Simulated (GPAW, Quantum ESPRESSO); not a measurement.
Given: the input of a run of Quantum ESPRESSO 7.5 on MnS. Atoms were shifted at random by some hundredths of an Å from the given cell, which wasn't relaxed again for these runs. 

The input pw.in:

```
&CONTROL
  calculation = 'scf'
  prefix = 'pwscf'
  outdir = './tmp'
  pseudo_dir = './pseudo'
  tprnfor = .true.
  tstress = .true.
  disk_io = 'nowf'
/
&SYSTEM
  ibrav = 0
  nat = 2
  ntyp = 2
  ecutwfc = 45
  ecutrho = 360
  nbnd = 20
  occupations = 'smearing'
  smearing = 'fd'
  degauss = 0.00367493
  nspin = 2
  starting_magnetization(1) = 0.2667
  starting_magnetization(2) = 0
/
&ELECTRONS
  conv_thr = 4d-10
  electron_maxstep = 120
  mixing_beta = 0.3
/
ATOMIC_SPECIES
Mn    54.9380 mn_pbesol_v1.5.uspp.F.UPF
S     32.0600 s_pbesol_v1.4.uspp.F.UPF
CELL_PARAMETERS angstrom
   0.0000000000    2.6045000000    2.6045000000
   2.6045000000    0.0000000000    2.6045000000
   2.6045000000    2.6045000000    0.0000000000
ATOMIC_POSITIONS crystal
Mn     0.0036870000    0.0020330000   -0.0113660000
S      0.5063840000    0.5112610000    0.4877610000
K_POINTS automatic
9 9 9 0 0 0
```

Potentials or basis: GBRV 1.5 PBEsol.

Run with:

```console
$ OMP_NUM_THREADS=1 mpirun -n 2 pw.x -nk 2 -in pw.in > pw.out
```

Translate it to GPAW 26.7.0 (ASE script). Potentials or basis there: PAW data sets generated for this functional, cutoff 600 eV.

As run (cutoffs and basis follow the program's own potentials, and thresholds, step limits or extra output files can differ):

Contents of run.py:

```python
from ase import Atoms
from ase.dft.bandgap import bandgap
from ase.io import write
from ase.units import GPa
from ase.parallel import parprint
from gpaw import GPAW, PW, setup_paths

setup_paths.insert(0, '.')

atoms = Atoms(['Mn', 'S'],
              cell=[[0.0, 2.6045, 2.6045],
                    [2.6045, 0.0, 2.6045],
                    [2.6045, 2.6045, 0.0]],
              scaled_positions=[[0.003687, 0.002033, -0.011366],
                                [0.506384, 0.511261, 0.487761]],
              pbc=True)
atoms.set_initial_magnetic_moments([4.0, 0.0])

calc = GPAW(mode=PW(600),
            xc='PBEsol',
            kpts={'size': (9, 9, 9), 'gamma': True},
            occupations={'name': 'fermi-dirac', 'width': 0.05},
            nbands=21,
            convergence={'density': 1e-05, 'energy': 1e-05},
            maxiter=150,
            txt='gpaw.txt')
atoms.calc = calc
energy = atoms.get_potential_energy()
forces = atoms.get_forces()
stress = atoms.get_stress()
calc.write('gs.gpw')
write('result.traj', atoms)
parprint(f'Energy: {energy:.6f} eV')
parprint('Forces (eV/A):')
parprint(forces.round(4))
parprint('Stress (GPa):', (stress / GPa).round(3))
parprint('Moments:', calc.get_magnetic_moments().round(3))
parprint('Fermi level:', round(calc.get_fermi_level(), 4), 'eV')
parprint(f'Gap: {bandgap(calc)[0]:.4f} eV, direct: {bandgap(calc, direct=True)[0]:.4f} eV')
```

Potentials or basis: PAW data sets generated in the run's folder for this functional, pw.

Command:

```bash
$ gpaw-setup -f PBEsol Mn S
$ OMP_NUM_THREADS=1 mpirun -n 4 gpaw python run.py
```

Both were run:

|  | Quantum ESPRESSO | GPAW |
| --- | --- | --- |
| Pressure | -7.2 GPa | -7.1 GPa |
| Largest force | 0.088 eV/Å | 0.093 eV/Å |
| Net moment | 4.70 μB per cell | 4.66 μB per cell |

The magnetic state is the one that the start led to; the real crystal's order can differ.

Pressure is positive in compression.
